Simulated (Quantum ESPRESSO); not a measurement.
# BN (P6_3mc) in Quantum ESPRESSO: notebook

Runs on BN. Level: PBE. Tasks: phonons.

All numbers are computed with Quantum ESPRESSO 7.5; they aren't measurements. Logs are shortened: lines on timing, memory, paths and dates and some standing lists are left out, and cuts for length are marked.

### 1 The crystal as given

Symmetry: P6_3mc, No. 186, hexagonal system. Conventional cell: a = 2.554 Å, b = 2.554 Å, c = 4.227 Å, α = 90.00°, β = 90.00°, γ = 120.00°. N (site symmetry 3m) is surrounded by 4 B at 1.57 to 1.58 Å. Around B (site symmetry 3m) lie 4 N at 1.57 to 1.58 Å.

Measurements of this composition are mostly on another form, of space group No. 194.

### 2 Phonons, PBE

File pw.in:

```
&CONTROL
  calculation = 'scf'
  prefix = 'pwscf'
  outdir = './tmp'
  pseudo_dir = './pseudo'
  tprnfor = .true.
  tstress = .true.
  disk_io = 'low'
/
&SYSTEM
  ibrav = 0
  celldm(1) = 8
  nat = 4
  ntyp = 2
  ecutwfc = 45
  ecutrho = 360
  nbnd = 14
  occupations = 'smearing'
  smearing = 'fd'
  degauss = 0.00367493
/
&ELECTRONS
  conv_thr = 8d-10
  electron_maxstep = 120
  mixing_beta = 0.5
/
ATOMIC_SPECIES
N     14.0070 n_pbe_v1.2.uspp.F.UPF
B     10.8100 b_pbe_v1.4.uspp.F.UPF
CELL_PARAMETERS alat
  0.6032807982561   0.0000000000000   0.0000000000000
 -0.3016403991399   0.5224564969044   0.0000000000000
  0.0000000000000   0.0000000000000   0.9984497898131
ATOMIC_POSITIONS crystal
N      0.3333333333    0.6666666667    0.1252760000
N      0.6666666667    0.3333333333    0.6252760000
B      0.3333333333    0.6666666667    0.4997240000
B      0.6666666667    0.3333333333    0.9997240000
K_POINTS automatic
8 8 4 0 0 1
```

File relax.in:

```
&CONTROL
  calculation = 'relax'
  prefix = 'pwscf'
  outdir = './tmp'
  pseudo_dir = './pseudo'
  tprnfor = .true.
  tstress = .true.
  disk_io = 'low'
  nstep = 40
  forc_conv_thr = 0.0001
  etot_conv_thr = 1d-06
/
&SYSTEM
  ibrav = 0
  celldm(1) = 8
  nat = 4
  ntyp = 2
  ecutwfc = 45
  ecutrho = 360
  nbnd = 14
  occupations = 'smearing'
  smearing = 'fd'
  degauss = 0.00367493
/
&ELECTRONS
  conv_thr = 8d-10
  electron_maxstep = 120
  mixing_beta = 0.5
/
&IONS
  ion_dynamics = 'bfgs'
/
ATOMIC_SPECIES
N     14.0070 n_pbe_v1.2.uspp.F.UPF
B     10.8100 b_pbe_v1.4.uspp.F.UPF
CELL_PARAMETERS alat
  0.6032807982561   0.0000000000000   0.0000000000000
 -0.3016403991399   0.5224564969044   0.0000000000000
  0.0000000000000   0.0000000000000   0.9984497898131
ATOMIC_POSITIONS crystal
N      0.3333333333    0.6666666667    0.1252760000
N      0.6666666667    0.3333333333    0.6252760000
B      0.3333333333    0.6666666667    0.4997240000
B      0.6666666667    0.3333333333    0.9997240000
K_POINTS automatic
8 8 4 0 0 1
```

File scf2.in:

```
&CONTROL
  calculation = 'scf'
  prefix = 'pwscf'
  outdir = './tmp'
  pseudo_dir = './pseudo'
  tprnfor = .true.
  tstress = .true.
  disk_io = 'low'
/
&SYSTEM
  ibrav = 0
  celldm(1) = 8
  nat = 4
  ntyp = 2
  ecutwfc = 45
  ecutrho = 360
  nbnd = 14
  occupations = 'fixed'
/
&ELECTRONS
  conv_thr = 1d-13
  electron_maxstep = 120
  mixing_beta = 0.5
  startingpot = 'file'
  startingwfc = 'file'
/
ATOMIC_SPECIES
N     14.0070 n_pbe_v1.2.uspp.F.UPF
B     10.8100 b_pbe_v1.4.uspp.F.UPF
CELL_PARAMETERS alat
  0.6032807982557   0.0000000000068   0.0000000000000
 -0.3016403991337   0.5224564969013   0.0000000000000
  0.0000000000000   0.0000000000000   0.9984497898131
ATOMIC_POSITIONS crystal
N      0.3333333334    0.6666666668    0.1251905243
N      0.6666666668    0.3333333334    0.6251905243
B      0.3333333334    0.6666666668    0.4998094757
B      0.6666666668    0.3333333334    0.9998094757
K_POINTS automatic
8 8 4 0 0 1
```

File ph.in:

```
phonons of BN
&INPUTPH
  prefix = 'pwscf'
  outdir = './tmp'
  tr2_ph = 1d-18
  fildyn = 'dyn'
  niter_ph = 90
  alpha_mix(1) = 0.7
  epsil = .true.
/
0.0000000000 0.0000000000 0.0000000000
```

File dynmat.in:

```
&INPUT
  fildyn = 'dyn'
  asr = 'crystal'
  lperm = .true.
  filout = 'dynmat.disp'
  fileig = 'dynmat.eig'
/
```

File dynmat_lo.in:

```
&INPUT
  fildyn = 'dyn'
  asr = 'crystal'
  filout = 'dynmat_lo.disp'
  fileig = 'dynmat_lo.eig'
  q(1) = 0
  q(2) = 0
  q(3) = 1
/
```

Potentials or basis: GBRV 1.5 PBE.

Run with:

```sh
$ OMP_NUM_THREADS=1 mpirun -n 4 pw.x -nk 4 -in pw.in > pw.out
$ OMP_NUM_THREADS=1 mpirun -n 4 pw.x -nk 4 -in relax.in > relax.out
$ OMP_NUM_THREADS=1 mpirun -n 4 pw.x -nk 4 -in scf2.in > scf2.out
$ OMP_NUM_THREADS=1 mpirun -n 4 ph.x -nk 4 -in ph.in > ph.out
$ OMP_NUM_THREADS=1 mpirun -n 1 dynmat.x -in dynmat.in > dynmat.out
$ OMP_NUM_THREADS=1 mpirun -n 1 dynmat.x -in dynmat_lo.in > dynmat_lo.out
```

pw.out:

```text
This program is part of the open-source Quantum ESPRESSO suite
     for quantum simulation of materials; please cite
[... 6 lines left out ...]
     using ibrav=0 with symmetry is DISCOURAGED, use correct ibrav instead

     K-points division:     npool     =       4
     Subspace diagonalization in iterative solution of the eigenvalue problem:
     a serial algorithm will be used

     G-vector sticks info
     --------------------
     sticks:   dense  smooth     PW     G-vecs:    dense   smooth      PW
     Sum         583     295     91                18583     6569    1189

     Using Slab Decomposition

     bravais-lattice index     =            0
     lattice parameter (alat)  =       8.0000  a.u.
     unit-cell volume          =     161.1261 (a.u.)^3
     number of atoms/cell      =            4
     number of atomic types    =            2
     number of electrons       =        16.00
     number of Kohn-Sham states=           14
     kinetic-energy cutoff     =      45.0000  Ry
     charge density cutoff     =     360.0000  Ry
     scf convergence threshold =      8.0E-10
     mixing beta               =       0.5000
     number of iterations used =            8  plain     mixing
     Exchange-correlation=  SLA  PW   PBX  PBC
                           (   1   4   3   4   0   0   0)

     celldm(1)=   8.000000  celldm(2)=   0.000000  celldm(3)=   0.000000
     celldm(4)=   0.000000  celldm(5)=   0.000000  celldm(6)=   0.000000

     crystal axes: (cart. coord. in units of alat)
               a(1) = (   0.603281   0.000000   0.000000 )
               a(2) = (  -0.301640   0.522456   0.000000 )
               a(3) = (   0.000000   0.000000   0.998450 )

     reciprocal axes: (cart. coord. in units 2 pi/alat)
               b(1) = (  1.657603  0.957017 -0.000000 )
               b(2) = (  0.000000  1.914035  0.000000 )
               b(3) = (  0.000000 -0.000000  1.001553 )

     PseudoPot. # 1 for N  read from file:
     n_pbe_v1.2.uspp.F.UPF
     Pseudo is Ultrasoft + core correction, Zval =  5.0
     Generated by new atomic code, or converted to UPF format
     Using radial grid of  729 points,  4 beta functions with:
                l(1) =   0
                l(2) =   0
                l(3) =   1
                l(4) =   1
     Q(r) pseudized with  8 coefficients,  rinner =    0.900   0.900   0.900

     PseudoPot. # 2 for B  read from file:
     b_pbe_v1.4.uspp.F.UPF
     Pseudo is Ultrasoft + core correction, Zval =  3.0
     Generated by new atomic code, or converted to UPF format
     Using radial grid of  781 points,  4 beta functions with:
                l(1) =   0
                l(2) =   0
                l(3) =   1
                l(4) =   1
     Q(r) pseudized with  8 coefficients,  rinner =    1.100   1.100   1.100

     atomic species   valence    mass     pseudopotential
     N                 5.00    14.00700     N ( 1.00)
     B                 3.00    10.81000     B ( 1.00)

     12 Sym. Ops. (no inversion) found ( 6 have fractional translation)

   Cartesian axes

     site n.     atom                  positions (alat units)
         1        N      tau(   1) = (  -0.0000000   0.3483043   0.1250818  )
         2        N      tau(   2) = (   0.3016404   0.1741522   0.6243067  )
         3        B      tau(   3) = (  -0.0000000   0.3483043   0.4989493  )
         4        B      tau(   4) = (   0.3016404   0.1741522   0.9981742  )

     number of k points=    20  Fermi-Dirac smearing, width (Ry)=  0.0037
                       cart. coord. in units 2pi/alat
        k(    1) = (   0.0000000   0.0000000   0.1251941), wk =   0.0156250
        k(    2) = (   0.0000000   0.0000000   0.3755822), wk =   0.0156250
        k(    3) = (   0.0000000   0.2392544   0.1251941), wk =   0.0937500
        k(    4) = (   0.0000000   0.2392544   0.3755822), wk =   0.0937500
        k(    5) = (   0.0000000   0.4785087   0.1251941), wk =   0.0937500
        k(    6) = (   0.0000000   0.4785087   0.3755822), wk =   0.0937500
[... 12 lines left out ...]
        k(   19) = (   0.4144007   0.9570175   0.1251941), wk =   0.0937500
        k(   20) = (   0.4144007   0.9570175   0.3755822), wk =   0.0937500

     Dense  grid:    18583 G-vectors     FFT dimensions: (  30,  30,  50)

     Smooth grid:     6569 G-vectors     FFT dimensions: (  24,  24,  36)

     Initial potential from superposition of free atoms

     starting charge      15.9994, renormalised to      16.0000
     Starting wfcs are   16 randomized atomic wfcs

     Self-consistent Calculation

     iteration #  1     ecut=    45.00 Ry     beta= 0.50
     Davidson diagonalization with overlap
     ethr =  1.00E-02,  avg # of iterations =  2.6

     total energy              =     -53.33020790 Ry
     estimated scf accuracy    <       0.43307206 Ry

     iteration #  2     ecut=    45.00 Ry     beta= 0.50
     Davidson diagonalization with overlap
     ethr =  2.71E-03,  avg # of iterations =  2.0
[... 36 lines left out ...]
     total energy              =     -53.41549758 Ry
     estimated scf accuracy    <       0.00000026 Ry

     iteration #  8     ecut=    45.00 Ry     beta= 0.50
     Davidson diagonalization with overlap
     ethr =  9.44E-10,  avg # of iterations =  2.4

     End of self-consistent calculation

          k = 0.0000 0.0000 0.1252 (   797 PWs)   bands (ev):

    -9.0303  -5.3557   0.8247   9.1165   9.1165  10.3580  11.0522  11.0522
    19.6018  19.6018  19.9238  20.5949  21.9281  22.8066

          k = 0.0000 0.0000 0.3756 (   821 PWs)   bands (ev):

    -8.3002  -6.9281   3.6737   7.3211   9.6089   9.6089  10.3995  10.3995
    20.4183  20.4183  20.5229  20.5897  21.7038  21.7038
[... 23 lines left out ...]
    -6.2314  -3.6629   2.0659   3.6613   4.6327   6.6078   8.1559   9.1728
    17.9537  19.2614  21.9272  22.4107  23.5549  25.4445

          k = 0.0000 0.7178 0.3756 (   823 PWs)   bands (ev):

    -5.6331  -4.6020   2.0944   3.1191   6.2006   7.2249   8.1406   8.2597
    17.7517  18.5223  21.3650  22.5142  23.7424  26.1315

          k = 0.0000-0.9570 0.1252 (   830 PWs)   bands (ev):

    -5.0173  -3.8237   1.4960   3.0721   4.7420   6.2999   7.1079   8.9065
    17.8912  18.6767  22.0014  22.5804  24.1631  24.4767

          k = 0.0000-0.9570 0.3756 (   822 PWs)   bands (ev):

    -4.6133  -4.0825   1.0169   1.7056   6.7610   6.9252   7.9459   7.9760
    17.5800  17.9751  21.4627  21.5549  23.9875  26.3327

          k = 0.2072 0.3589 0.1252 (   816 PWs)   bands (ev):

    -8.0380  -4.5913   1.7334   6.0062   6.9676   8.3972   9.7463   9.8081
    19.3241  20.1124  20.8998  22.3352  23.6151  23.6171

          k = 0.2072 0.3589 0.3756 (   823 PWs)   bands (ev):
[... 36 lines left out ...]
    -4.3013  -3.6275   2.0831   3.6319   3.6765   5.7032   6.0355   6.8457
    17.0527  22.8011  22.8524  24.1457  25.5109  26.0040

          k = 0.4144 0.9570 0.3756 (   816 PWs)   bands (ev):

    -4.0242  -3.7263   1.9552   2.4333   3.6636   4.8297   7.5565   8.0725
    19.2585  20.7854  21.0102  22.8790  24.9542  25.0135

     the Fermi energy is    13.1966 ev

!    total energy              =     -53.41549762 Ry
     estimated scf accuracy    <          6.8E-10 Ry
     smearing contrib. (-TS)   =       0.00000000 Ry
     internal energy E=F+TS    =     -53.41549762 Ry

     The total energy is F=E-TS. E is the sum of the following terms:
     one-electron contribution =       8.77170991 Ry
     hartree contribution      =       7.32133081 Ry
     xc contribution           =     -17.07964419 Ry
     ewald contribution        =     -52.42889415 Ry

     convergence has been achieved in   8 iterations

     Forces acting on atoms (cartesian axes, Ry/au):

     atom    1 type  1   force =    -0.00000000   -0.00000000   -0.00068275
     atom    2 type  1   force =     0.00000000    0.00000000   -0.00068275
     atom    3 type  2   force =     0.00000000    0.00000000    0.00068275
     atom    4 type  2   force =     0.00000000   -0.00000000    0.00068275

     Total force =     0.001365     Total SCF correction =     0.000006

     Computing stress (Cartesian axis) and pressure

          total   stress  (Ry/bohr**3)                   (kbar)     P=       -1.35
   0.00000645   0.00000000   0.00000000            0.95        0.00        0.00
   0.00000000   0.00000645   0.00000000            0.00        0.95        0.00
   0.00000000   0.00000000  -0.00004034            0.00        0.00       -5.93

=------------------------------------------------------------------------------=
   JOB DONE.
=------------------------------------------------------------------------------=
```

Wall time 86 s (4 MPI ranks of Intel Xeon at 2.50GHz (Skylake/Cascade Lake), shared host); peak memory 0.32 GiB.

What came out:

```
Free energy                                             : -726.7549 eV
Pressure after relaxing                                 : -0.1 GPa
Electronic dielectric tensor (diagonal)                 : 4.57, 4.57, 4.73
Born charges (mean of the diagonal)                     : N -1.89; B +1.89 e
Highest phonon frequency at Γ, LO-TO splitting left out : 1111 cm⁻¹
Static dielectric tensor (diagonal)                     : 6.72, 6.72, 7.29
```

Final structure:
```cif
data_structure
_symmetry_space_group_name_H-M 'P 1'
_symmetry_Int_Tables_number 1
_cell_length_a 2.5539
_cell_length_b 2.5539
_cell_length_c 4.2269
_cell_angle_alpha 90.000
_cell_angle_beta 90.000
_cell_angle_gamma 120.000
_cell_volume 23.88
loop_
_atom_site_label
_atom_site_type_symbol
_atom_site_fract_x
_atom_site_fract_y
_atom_site_fract_z
_atom_site_occupancy
N1 N 0.33333 0.66667 0.12519 1
N2 N 0.66667 0.33333 0.62519 1
B1 B 0.33333 0.66667 0.49981 1
B2 B 0.66667 0.33333 0.99981 1
```

Phonon frequencies in cm⁻¹ (negative: imaginary):
```csv
q point,frequencies
"(0.000, 0.000, 0.000)",16 16 20 473 473 940 940 948 1004 1040 1040 1111
```

Electronic dielectric tensor:
```
4.57 0.00 0.00
0.00 4.57 0.00
0.00 0.00 4.73
```

Born effective charge tensors (e):
atom 1, N
```
-1.86  0.00  0.00
 0.00 -1.86  0.00
 0.00  0.00 -1.96
```
atom 2, N
```
-1.86  0.00  0.00
 0.00 -1.86  0.00
 0.00  0.00 -1.96
```
atom 3, B
```
1.85 0.00 0.00
0.00 1.85 0.00
0.00 0.00 1.95
```
atom 4, B
```
1.85 0.00 0.00
0.00 1.85 0.00
0.00 0.00 1.95
```

Optical modes at Γ, degenerate ones joined, polar ones without the macroscopic field:
```tsv
cm⁻¹	components	symmetry	active in	IR intensity, summed ((D/Å)²/amu)
473	2	E2	Raman	0.00
940	2	E2	Raman	0.00
948	1	B1	silent	0.00
1004	1	A1	IR and Raman	28.87
1040	2	E1	IR and Raman	52.06
1111	1	B1	silent	0.00
```

Zone-centre frequencies without and with the macroscopic field along z (cm⁻¹):
|  | optical modes in rising order |
| --- | --- |
| without | 473 473 940 940 948 1004 1040 1040 1111 |
| with the field | 473 473 940 940 948 1040 1040 1111 1246 |

Static dielectric tensor, electrons and zone-centre modes:
```
6.72 0.00 0.00
0.00 6.72 0.00
0.00 0.00 7.29
```

[end of part 1 of 3]
